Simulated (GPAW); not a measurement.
# B/Pt(110): work function by functional and basis

Aim: the work function of both faces of B/Pt(110), and its spread over functionals and bases.

Main program and level: GPAW 26.7.0; GPAW, PAW setups; slab in vacuum, relaxation, in the first sound run; inputs show where later runs differ.

## Step 1: Set-up

The cell holds 6 atoms: 5 Pt and 1 B. Its edges and angles: a = 3.920 Å, b = 2.772 Å, c = 21.744 Å, α = 90.0°, β = 90.0°, γ = 90.0°. Vacuum lies along c.

## Step 2: Relaxing the atoms

Forces are removed first; all later runs use this geometry. The lowest 3 atoms are held at bulk positions and keep their forces.

Contents of run.py:

```python
import json
import numpy as np
from ase import Atoms
from ase.constraints import FixAtoms
from ase.optimize import BFGS
from gpaw import GPAW, PW

slab = Atoms(
    ['Pt', 'Pt', 'Pt', 'Pt', 'Pt', 'B'],
    positions=[
        [0.00000, 0.00000, 7.00000],
        [1.96000, 1.38593, 8.38593],
        [0.00000, 0.00000, 9.77186],
        [1.96000, 1.38593, 11.15779],
        [0.00000, 0.00000, 12.54372],
        [0.00000, 0.00000, 14.74372]],
    cell=[[3.92, 0.0, 0.0], [0.0, 2.77186, 0.0], [0.0, 0.0, 21.74372]],
    pbc=[True, True, False])

slab.calc = GPAW(mode=PW(500), xc='PBE', kpts={'size': (8, 11, 1), 'gamma': True},
                 occupations={'name': 'fermi-dirac', 'width': 0.1}, nbands='200%',
                 convergence={'density': 1e-05}, maxiter=200,
                 poissonsolver={'dipolelayer': 'xy'},
                 symmetry={'tolerance': 1e-3, 'extra_ids': [1, 1, 1, 0, 0, 0]}, txt='slab.txt')
result = {}
slab.set_constraint(FixAtoms([0, 1, 2]))
path = []
opt = BFGS(slab, maxstep=0.2)
opt.attach(lambda: path.append((slab.get_potential_energy(), slab.positions.tolist(), slab.get_forces().tolist())))
result['relaxed'] = bool(opt.run(fmax=0.03, steps=40))
result['path'] = path
energy = slab.get_potential_energy()
fermi = slab.calc.get_fermi_level()
v = slab.calc.get_electrostatic_potential().mean((0, 1)) - fermi
n = slab.calc.get_pseudo_density().mean((0, 1))
L = slab.cell[2, 2]
z = np.arange(len(v)) * L / len(v)
low, high = slab.positions[:, 2].min(), slab.positions[:, 2].max()
below, above = np.interp([low - 4.8, high + 4.8], z, v)
slopes = [np.interp(x, z, np.gradient(v, z)) for x in (low - 4.8, high + 4.8)]
eps = np.array([[slab.calc.get_eigenvalues(k, s) for k in range(len(slab.calc.get_ibz_k_points()))]
                for s in range(slab.calc.get_number_of_spins())]) - fermi
top, bottom = eps[eps < 0].max(), eps[eps > 0].min()
dipole = slab.get_dipole_moment()[2]
print(f'energy {energy:.4f} eV, Fermi level {fermi:.4f} eV, dipole {dipole:.5f} e A')
print(f'potential 4.8 A off the faces, from the Fermi level: lower {below:.4f} eV, upper {above:.4f} eV')
print(f'slope of the potential there: lower {slopes[0]:.5f}, upper {slopes[1]:.5f} eV/A')
print(f'nearest levels on the mesh: {top:.4f} and {bottom:.4f} eV')
print('magnetic moment', round(slab.get_magnetic_moment(), 3))
result.update(energy=energy, fermi=fermi, dipole=dipole, below=below, above=above, slopes=slopes, edges=[top, bottom],
              z=z.tolist(), v=v.tolist(), n=n.tolist(), positions=slab.positions.tolist(),
              forces=slab.get_forces(apply_constraint=False).tolist(), moments=slab.get_magnetic_moments().tolist())
json.dump(result, open('result.json', 'w'))
```

Started as:

```bash
$ OMP_NUM_THREADS=1 OPENBLAS_NUM_THREADS=1 python run.py
```

The log of the run:

```text
Step          Energy          fmax
BFGS:    0      -33.969431        3.061916
BFGS:    1      -34.237711        2.840075
BFGS:    2      -34.484744        4.405726
BFGS:    3      -34.642229        1.647279
BFGS:    4      -34.720216        0.719360
BFGS:    5      -34.738310        0.573058
BFGS:    6      -34.744040        0.391623
BFGS:    7      -34.755794        0.141065
BFGS:    8      -34.756441        0.077195
BFGS:    9      -34.756530        0.034599
BFGS:   10      -34.756588        0.043959
BFGS:   11      -34.756802        0.073659
BFGS:   12      -34.756949        0.066388
BFGS:   13      -34.757090        0.017826
energy -34.6237 eV, Fermi level 0.5010 eV, dipole -0.02582 e A
potential 4.8 A off the faces, from the Fermi level: lower 5.3964 eV, upper 5.8254 eV
slope of the potential there: lower -0.00032, upper 0.00010 eV/A
nearest levels on the mesh: -0.0005 and 0.0091 eV
magnetic moment 0.0
```

Elapsed: 89 min, on 1 thread of Arm Neoverse V2, shared host; peak memory 0.49 GiB.

The steps of the relaxation:

```tsv
step	energy less that of the first step (eV)	largest force (eV/Å)
1	0.0000	3.0619
2	-0.2703	2.8401
3	-0.5219	4.4057
4	-0.6771	1.6473
5	-0.7558	0.7194
6	-0.7744	0.5731
7	-0.7801	0.3916
8	-0.7921	0.1411
9	-0.7928	0.0772
10	-0.7929	0.0346
11	-0.7930	0.0440
12	-0.7933	0.0737
13	-0.7934	0.0664
14	-0.7936	0.0178
```

The atoms that moved most (Å):

```tsv
atom	dx	dy	dz	length
B6	0.000	0.000	-0.225	0.225
Pt4	0.000	0.000	0.139	0.139
Pt5	0.000	0.000	0.122	0.122
```

The relaxed structure:

```cif
data_structure
_symmetry_space_group_name_H-M 'P 1'
_symmetry_Int_Tables_number 1
_cell_length_a 3.9200
_cell_length_b 2.7719
_cell_length_c 21.7437
_cell_angle_alpha 90.000
_cell_angle_beta 90.000
_cell_angle_gamma 90.000
_cell_volume 236.26
loop_
_atom_site_label
_atom_site_type_symbol
_atom_site_fract_x
_atom_site_fract_y
_atom_site_fract_z
_atom_site_occupancy
Pt1 Pt 0.00000 0.00000 0.32193 1
Pt2 Pt 0.50000 0.50000 0.38567 1
Pt3 Pt 0.00000 0.00000 0.44941 1
Pt4 Pt 0.50000 0.50000 0.51952 1
Pt5 Pt 0.00000 0.00000 0.58249 1
B6 B 0.00000 0.00000 0.66774 1
```

Numbers from this step:

* dipole along the normal: -0.02582 e·Å
* levels nearest the Fermi level on the mesh: -5.26e-4, 0.009113 eV from the Fermi level
* upper work function: 5.825 eV
* lower work function: 5.396 eV

The electrostatic potential energy of an electron (without an applied field's), less the Fermi level, planar mean oscillates, so the rows of the table below give means over windows of 1.45 Å about each position, cut where the curve ends. Its maxima inside the range that stand out by 2 % of the span (Å: eV): 7.7: -7.73, 9.1: -8.23, 10.5: -5.83, 12.0: -8.56, 13.8: 1.91. Its minima: 7.1: -14.8, 8.4: -15.8, 9.8: -15.6, 11.3: -15.8, 12.7: -15.2, 14.5: -5.28.

Table of electrostatic potential energy of an electron (without an applied field's), less the Fermi level, planar mean by z; means over each step:

```tsv
z (Å)	electrostatic potential energy of an electron (without an applied field's), less the Fermi level, planar mean (eV)
0.72	5.42
2.17	5.40
3.62	5.39
5.07	5.00
6.52	-6.12
7.97	-11.8
9.42	-11.8
10.87	-10.7
12.32	-11.7
13.77	-1.43
15.22	1.62
16.67	5.73
18.12	5.82
19.57	5.83
21.02	5.81
```

The pseudo valence density, planar mean oscillates, so the rows of the table below give means over windows of 1.45 Å about each position, cut where the curve ends. Its maxima inside the range that stand out by 2 % of the span (Å: e/Å³): 7.1: 1.50, 8.3: 1.55, 9.8: 1.55, 11.2: 1.53, 12.7: 1.53. Its minima: 7.6: 0.668, 9.1: 0.641, 10.5: 0.538, 12.0: 0.648.

Table of pseudo valence density, planar mean by z; means over each step:

z (Å), pseudo valence density, planar mean (e/Å³) and a bar:
```
     2.17       0.00 
     3.62       0.00 
     5.07       0.02 
     6.52       0.74 #####################
     7.97       1.06 ##############################
     9.42       1.05 ##############################
    10.87       0.98 ############################
    12.32       1.04 #############################
    13.77       0.29 ########
    15.22       0.09 ###
    16.67       0.00 
    18.12       0.00
```

The relaxation lowered the energy of the cell by 0.794 eV (energies extrapolated to zero smearing; the optimiser's log prints free energies). The largest force left on a free atom is 0.018 eV/Å.

## Step 3: The slab's potential

The work function is the vacuum plateau of the electrostatic potential less the Fermi level; a dipole layer lets the two faces have plateaus of their own.

This step: GPAW, PAW setups; slab in vacuum (GPAW 26.7.0).

run.py, as its differences from that of step 2:

```diff
@@ -3,4 +3,2 @@
 from ase import Atoms
-from ase.constraints import FixAtoms
-from ase.optimize import BFGS
 from gpaw import GPAW, PW
@@ -13,5 +11,5 @@
         [0.00000, 0.00000, 9.77186],
-        [1.96000, 1.38593, 11.15779],
-        [0.00000, 0.00000, 12.54372],
-        [0.00000, 0.00000, 14.74372]],
+        [1.96000, 1.38593, 11.29629],
+        [-0.00000, -0.00000, 12.66557],
+        [0.00000, 0.00000, 14.51905]],
     cell=[[3.92, 0.0, 0.0], [0.0, 2.77186, 0.0], [0.0, 0.0, 21.74372]],
@@ -23,10 +21,4 @@
                  poissonsolver={'dipolelayer': 'xy'},
-                 symmetry={'tolerance': 1e-3, 'extra_ids': [1, 1, 1, 0, 0, 0]}, txt='slab.txt')
+                 symmetry={'tolerance': 1e-3}, txt='slab.txt')
 result = {}
-slab.set_constraint(FixAtoms([0, 1, 2]))
-path = []
-opt = BFGS(slab, maxstep=0.2)
-opt.attach(lambda: path.append((slab.get_potential_energy(), slab.positions.tolist(), slab.get_forces().tolist())))
-result['relaxed'] = bool(opt.run(fmax=0.03, steps=40))
-result['path'] = path
 energy = slab.get_potential_energy()
```

The log of the run:

```text
energy -34.6237 eV, Fermi level 0.5011 eV, dipole -0.02568 e A
potential 4.8 A off the faces, from the Fermi level: lower 5.3967 eV, upper 5.8250 eV
slope of the potential there: lower -0.00034, upper 0.00011 eV/A
nearest levels on the mesh: -0.0008 and 0.0091 eV
magnetic moment 0.0
```

Run time: 7.9 min. Hardware: 1 thread; peak memory 0.48 GiB.

Numbers from this step:

```
dipole along the normal                    : -0.02568 e·Å
levels nearest the Fermi level on the mesh : -8.00e-4, 0.009139 eV from the Fermi level
lower work function                        : 5.397 eV
```

The electrostatic potential energy of an electron (without an applied field's), less the Fermi level, planar mean oscillates, so the rows of the table below give means over windows of 1.45 Å about each position, cut where the curve ends. Its maxima inside the range that stand out by 2 % of the span (Å: eV): 7.7: -7.73, 9.1: -8.23, 10.5: -5.83, 12.0: -8.56, 13.8: 1.91. Its minima: 7.1: -14.8, 8.4: -15.8, 9.8: -15.6, 11.3: -15.8, 12.7: -15.2, 14.5: -5.28.

Table of electrostatic potential energy of an electron (without an applied field's), less the Fermi level, planar mean by z; means over each step:

z (Å), electrostatic potential energy of an electron (without an applied field's), less the Fermi level, planar mean (eV) and a bar from the least value:
```
     0.72        5.4 #############################
     2.17        5.4 #############################
     3.62        5.4 #############################
     5.07        5.0 #############################
     6.52       -6.1 ##########
     7.97      -11.8 
     9.42      -11.8 
    10.87      -10.7 ##
    12.32      -11.7 
    13.77       -1.4 ##################
    15.22        1.6 #######################
    16.67        5.7 ##############################
    18.12        5.8 ##############################
    19.57        5.8 ##############################
    21.02        5.8 ##############################
```

The pseudo valence density, planar mean oscillates, so the rows of the table below give means over windows of 1.45 Å about each position, cut where the curve ends. Its maxima inside the range that stand out by 2 % of the span (Å: e/Å³): 7.1: 1.50, 8.3: 1.55, 9.8: 1.55, 11.2: 1.53, 12.7: 1.53. Its minima: 7.6: 0.668, 9.1: 0.641, 10.5: 0.538, 12.0: 0.648.

The pseudo valence density, planar mean by z; means over each step:

```tsv
z (Å)	pseudo valence density, planar mean (e/Å³)
2.17	6.6e-6
3.62	3.2e-4
5.07	0.0176
6.52	0.738
7.97	1.06
9.42	1.05
10.87	0.976
12.32	1.04
13.77	0.288
15.22	0.0924
16.67	0.00434
18.12	7.3e-5
```

Force by atom:

```tsv
atom	x (eV/Å)	y (eV/Å)	z (eV/Å)	size
Pt1	0.000	0.000	0.221	0.221
Pt2	0.000	0.000	-0.780	0.780
Pt3	0.000	0.000	0.537	0.537
Pt4	0.000	0.000	0.004	0.004
Pt5	0.000	0.000	-0.004	0.004
B6	0.000	0.000	0.016	0.016
```

The potential is flat to 3.4e-4 eV/Å where it is read, so the vacuum is wide enough.

## Step 4: Self-consistent run: xc = "RPBE"

The same geometry under RPBE, to see how far the functional moves the levels against the vacuum.

run.py, as its differences from that of step 3:

```diff
@@ -17,3 +17,3 @@
 
-slab.calc = GPAW(mode=PW(500), xc='PBE', kpts={'size': (8, 11, 1), 'gamma': True},
+slab.calc = GPAW(mode=PW(500), xc='RPBE', kpts={'size': (8, 11, 1), 'gamma': True},
                  occupations={'name': 'fermi-dirac', 'width': 0.1}, nbands='200%',
```

The log of the run:

```text
energy -31.3800 eV, Fermi level 0.6036 eV, dipole -0.03109 e A
potential 4.8 A off the faces, from the Fermi level: lower 5.2357 eV, upper 5.7542 eV
slope of the potential there: lower -0.00041, upper 0.00013 eV/A
nearest levels on the mesh: -0.0114 and 0.0104 eV
magnetic moment 0.0
```

The job ended after 8.1 min (1 thread; peak memory 0.48 GiB).

This step gave:

- dipole along the normal: -0.03109 e·Å
- levels nearest the Fermi level on the mesh: -0.01138, 0.01039 eV from the Fermi level
- upper work function: 5.754 eV
- lower work function: 5.236 eV

The electrostatic potential energy of an electron (without an applied field's), less the Fermi level, planar mean oscillates, so the rows of the table below give means over windows of 1.45 Å about each position, cut where the curve ends. Its maxima inside the range that stand out by 2 % of the span (Å: eV): 7.7: -7.81, 9.1: -8.31, 10.5: -5.92, 12.0: -8.64, 13.8: 1.78. Its minima: 7.1: -14.9, 8.4: -15.9, 9.8: -15.7, 11.3: -15.9, 12.7: -15.2, 14.5: -5.40.

The electrostatic potential energy of an electron (without an applied field's), less the Fermi level, planar mean by z; means over each step:

```tsv
z (Å)	electrostatic potential energy of an electron (without an applied field's), less the Fermi level, planar mean (eV)
0.72	5.27
2.17	5.24
3.62	5.23
5.07	4.83
6.52	-6.22
7.97	-11.8
9.42	-11.9
10.87	-10.7
12.32	-11.8
13.77	-1.55
15.22	1.54
16.67	5.65
18.12	5.75
19.57	5.75
21.02	5.73
```

The pseudo valence density, planar mean oscillates, so the rows of the table below give means over windows of 1.45 Å about each position, cut where the curve ends. Its maxima inside the range that stand out by 2 % of the span (Å: e/Å³): 7.1: 1.50, 8.3: 1.55, 9.8: 1.55, 11.2: 1.53, 12.7: 1.53. Its minima: 7.6: 0.668, 9.1: 0.641, 10.5: 0.537, 12.0: 0.648.

Pseudo valence density, planar mean against z; means over each step:

```tsv
z (Å)	pseudo valence density, planar mean (e/Å³)
2.17	7.7e-6
3.62	3.4e-4
5.07	0.0174
6.52	0.738
7.97	1.06
9.42	1.05
10.87	0.976
12.32	1.04
13.77	0.288
15.22	0.0926
16.67	0.00432
18.12	7.8e-5
```

Force by atom:

```tsv
atom	x (eV/Å)	y (eV/Å)	z (eV/Å)	size
Pt1	0.000	0.000	-0.058	0.058
Pt2	0.000	0.000	-0.812	0.812
Pt3	0.000	0.000	0.566	0.566
Pt4	0.000	0.000	0.027	0.027
Pt5	0.000	0.000	-0.015	0.015
B6	0.000	0.000	0.292	0.292
```

The upper face's work function is 5.754 eV, against 5.825 eV in the first plane-wave PBE run at this geometry.

## Step 5: Self-consistent run: xc = "LDA"

The same geometry under LDA, to see how far the functional moves the levels against the vacuum.

run.py, as its differences from that of step 4:

```diff
@@ -17,3 +17,3 @@
 
-slab.calc = GPAW(mode=PW(500), xc='RPBE', kpts={'size': (8, 11, 1), 'gamma': True},
+slab.calc = GPAW(mode=PW(500), xc='LDA', kpts={'size': (8, 11, 1), 'gamma': True},
                  occupations={'name': 'fermi-dirac', 'width': 0.1}, nbands='200%',
```

The log of the run:

```text
energy -41.5681 eV, Fermi level 0.2158 eV, dipole -0.01246 e A
potential 4.8 A off the faces, from the Fermi level: lower 5.7722 eV, upper 5.9806 eV
slope of the potential there: lower -0.00022, upper 0.00009 eV/A
nearest levels on the mesh: -0.0382 and 0.0018 eV
magnetic moment 0.0
```

Elapsed: 7.8 min, on 1 thread; peak memory 0.48 GiB.

Numbers from this step:

| Property | Result |
| --- | --- |
| dipole along the normal | -0.01246 e·Å |
| levels nearest the Fermi level on the mesh | -0.03822, 0.001786 eV from the Fermi level |
| upper work function | 5.981 eV |
| lower work function | 5.772 eV |

The upper face's work function is 5.981 eV, against 5.825 eV in the first plane-wave PBE run at this geometry.

## Step 6: OptPBE vdW: xc = "optPBE-vdW"

The same geometry under optPBE-vdW, to see how far the functional moves the levels against the vacuum (the van der Waals functionals take revPBE setups).

run.py, as its differences from that of step 5:

```diff
@@ -17,3 +17,3 @@
 
-slab.calc = GPAW(mode=PW(500), xc='LDA', kpts={'size': (8, 11, 1), 'gamma': True},
+slab.calc = GPAW(mode=PW(500), xc='optPBE-vdW', kpts={'size': (8, 11, 1), 'gamma': True},
                  occupations={'name': 'fermi-dirac', 'width': 0.1}, nbands='200%',
```

The log of the run:

```text
energy -117.6439 eV, Fermi level 0.3787 eV, dipole -0.02629 e A
potential 4.8 A off the faces, from the Fermi level: lower 5.5857 eV, upper 6.0242 eV
slope of the potential there: lower -0.00050, upper 0.00014 eV/A
nearest levels on the mesh: -0.0183 and 0.0009 eV
magnetic moment 0.0
```

Wall time 7.7 min (1 thread); peak memory 0.67 GiB.

Numbers from this step:

```yaml
dipole_along_the_normal: -0.02629 e·Å
levels_nearest_the_fermi_level_on_the_mesh: -0.01835, 9.26e-4 eV from the Fermi level
upper_work_function: 6.024 eV
lower_work_function: 5.586 eV
```

The electrostatic potential energy of an electron (without an applied field's), less the Fermi level, planar mean oscillates, so the rows of the table below give means over windows of 1.45 Å about each position, cut where the curve ends. Its maxima inside the range that stand out by 2 % of the span (Å: eV): 7.7: -7.71, 9.1: -8.19, 10.5: -5.82, 12.0: -8.54, 13.8: 1.87. Its minima: 7.1: -14.7, 8.4: -15.8, 9.8: -15.6, 11.3: -15.8, 12.7: -15.1, 14.5: -5.24.

Table of electrostatic potential energy of an electron (without an applied field's), less the Fermi level, planar mean by z; means over each step:

```tsv
z (Å)	electrostatic potential energy of an electron (without an applied field's), less the Fermi level, planar mean (eV)
0.72	5.61
2.17	5.59
3.62	5.57
5.07	5.14
6.52	-6.05
7.97	-11.7
9.42	-11.8
10.87	-10.6
12.32	-11.6
13.77	-1.44
15.22	1.74
16.67	5.91
18.12	6.02
19.57	6.02
21.02	6.01
```

The upper face's work function is 6.024 eV, against 5.825 eV in the first plane-wave PBE run at this geometry.

## Step 7: Self-consistent run: xc = "revPBE"

The same geometry under revPBE, to see how far the functional moves the levels against the vacuum.

run.py, as its differences from that of step 6:

```diff
@@ -17,3 +17,3 @@
 
-slab.calc = GPAW(mode=PW(500), xc='optPBE-vdW', kpts={'size': (8, 11, 1), 'gamma': True},
+slab.calc = GPAW(mode=PW(500), xc='revPBE', kpts={'size': (8, 11, 1), 'gamma': True},
                  occupations={'name': 'fermi-dirac', 'width': 0.1}, nbands='200%',
```

The log of the run:

```text
energy -31.9617 eV, Fermi level 0.5897 eV, dipole -0.02982 e A
potential 4.8 A off the faces, from the Fermi level: lower 5.2516 eV, upper 5.7489 eV
slope of the potential there: lower -0.00039, upper 0.00013 eV/A
nearest levels on the mesh: -0.0092 and 0.0121 eV
magnetic moment 0.0
```

The job ended after 8.2 min (1 thread; peak memory 0.48 GiB).

Numbers from this step:

* dipole along the normal: -0.02982 e·Å
* levels nearest the Fermi level on the mesh: -0.009203, 0.01213 eV from the Fermi level
* upper work function: 5.749 eV
* lower work function: 5.252 eV

The electrostatic potential energy of an electron (without an applied field's), less the Fermi level, planar mean oscillates, so the rows of the table below give means over windows of 1.45 Å about each position, cut where the curve ends. Its maxima inside the range that stand out by 2 % of the span (Å: eV): 7.7: -7.79, 9.1: -8.29, 10.5: -5.90, 12.0: -8.62, 13.8: 1.81. Its minima: 7.1: -14.9, 8.4: -15.9, 9.8: -15.7, 11.3: -15.9, 12.7: -15.2, 14.5: -5.38.

Table of electrostatic potential energy of an electron (without an applied field's), less the Fermi level, planar mean by z; means over each step:

```tsv
z (Å)	electrostatic potential energy of an electron (without an applied field's), less the Fermi level, planar mean (eV)
0.72	5.28
2.17	5.25
3.62	5.24
5.07	4.86
6.52	-6.19
7.97	-11.8
9.42	-11.9
10.87	-10.7
12.32	-11.7
13.77	-1.52
15.22	1.55
16.67	5.65
18.12	5.75
19.57	5.75
21.02	5.73
```

The upper face's work function is 5.749 eV, against 5.825 eV in the first plane-wave PBE run at this geometry.

[end of part 1 of 2]

[Logs are printed without paths, hosts, clocks, repeated set-up lines and the standing remarks that a program may print on its own settings, such as how far it seeks lower states.]

[Hosts, paths, dates, database ids (printed as entryN), source tags and the programs' standing remarks are cut or masked in the printed files.]
